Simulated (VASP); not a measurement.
Write the native input for VASP 6.6.1 that does the following.

- Task: single point
- Functional: PBE
- Potentials or basis: VASP PAW PBE potentials, release 64 (Pb_d, Se)
- Cutoff: 520 eV
- k mesh: 8 × 8 × 8
- Occupations: gaussian, width 0.028 eV
- Spin: no spin polarisation
- Further INCAR settings: ALGO = Normal; EDIFF = 1e-06

The structure of PbSe (Clausthalite) lies in POSCAR:

```
PbSe
1.0
    0.0000000000      3.0606500000      3.0606500000
    3.0606500000      0.0000000000      3.0606500000
    3.0606500000      3.0606500000      0.0000000000
Pb Se
1 1
Direct
    0.0000000000      0.0000000000      0.0000000000
    0.5000000000      0.5000000000      0.5000000000
```

One way to write it, as run:

INCAR

```
SYSTEM = PbSe
ALGO = Normal
EDIFF = 1E-6
ENCUT = 520
GGA = PE
ISIF = 2
ISMEAR = 0
LASPH = .True.
LCHARG = .False.
LREAL = .False.
LWAVE = .False.
NELM = 80
PREC = Accurate
SIGMA = 0.028000000000000004
```

KPOINTS

```
k-points
0
Gamma
  8 8 8
  0 0 0
```

Potentials or basis: VASP PAW PBE potentials, release 64 (Pb_d, Se).

Command:

```sh
$ cat potpaw_PBE.64/Pb_d/POTCAR potpaw_PBE.64/Se/POTCAR > POTCAR
$ mpirun -np 1 vasp_std > vasp.out
```

Results of the run:

| Quantity | Value |
| --- | --- |
| Pressure | 2.4 GPa |
| Band gap on the k mesh | 0.29 eV, direct |

Caveat: spin-orbit coupling is left out, which as a rule narrows the gap of such compounds by several tenths of an eV.

It took 16 s on 1 thread of Intel(R) Xeon(R) Platinum 8259CL CPU @ 2.50GHz (Skylake/Cascade Lake), on a shared host, peak memory 0.18 GiB.
